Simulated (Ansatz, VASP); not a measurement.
Pt in VASP and in Ansatz

Contents of INCAR:

```
PREC = Accurate ; ENCUT = 520
EDIFF = 1E-7 ; ISMEAR = 0
SIGMA = 0.15 ; LREAL = False
LASPH = True ; NELM = 80
ALGO = Fast ; ISIF = 2
LWAVE = False ; LCHARG = False
GGA = PE ; NBANDS = 11
```

Contents of KPOINTS:

```
Automatic mesh
0
Gamma
  20 20 20
```

The input POSCAR:

```
Pt
1.0
   -0.0293685000      1.9579000000      1.9579000000
    1.9579000000     -0.0293685000      1.9579000000
    1.9285315000      1.9285315000      0.0000000000
Pt
1
Direct
    0.0000000000      0.0000000000      0.0000000000
```

Input for Ansatz:

```yaml
crystal:
  lattice:
    - [-0.0293685, 1.9579, 1.9579]
    - [1.9579, -0.0293685, 1.9579]
    - [1.9285315, 1.9285315, 0.0]
  atoms:
    - { symbol: Pt, position: [0.0, 0.0, 0.0] }
basis:
  ecutwfc: 420
kpoints:
  mp_grid: { grid: [20, 20, 20] }
hamiltonian:
  xc: pbe
scf:
  occupations: { method: gaussian, width: 0.15 }
output:
  forces: true
  stress: true
  eigenvalues: true
```

Change from the starting cell: strain -0.0300 x Voigt [0, 0, 0, 0, 0, 1], atoms carried along.

Alike in both runs: task single point; functional PBE; k mesh 20 × 20 × 20; occupations gaussian, width 0.15 eV; no spin polarisation.

|  | VASP | Ansatz |
| --- | --- | --- |
| version | VASP 6.6.1 | Ansatz 0.2.0 |
| potentials or method | VASP PAW PBE potentials, release 64 (Pt) | scalar-relativistic, plane waves, PAW |
| plane-wave cutoff (eV) | 520 | 420 |
| valence electrons in the cell | 10 | 18 |

|  | VASP | Ansatz | Ansatz less VASP |
| --- | --- | --- | --- |
| gap on the k mesh at the Fermi level (eV) | none | none | - |
| pressure (GPa) | 11.3 | 11.8 | +0.55 |
| largest component of the traceless stress (GPa) | 2.65 | 2.64 | -0.010 |

A gap of «none» marks a metal or a gap that the smearing closes. With one functional, cell and mesh, what is left measures potentials, basis and numerics. The two sets of potentials don't hold the same shells in valence.

Spin-orbit coupling is left out, which matters for the levels of Pt.
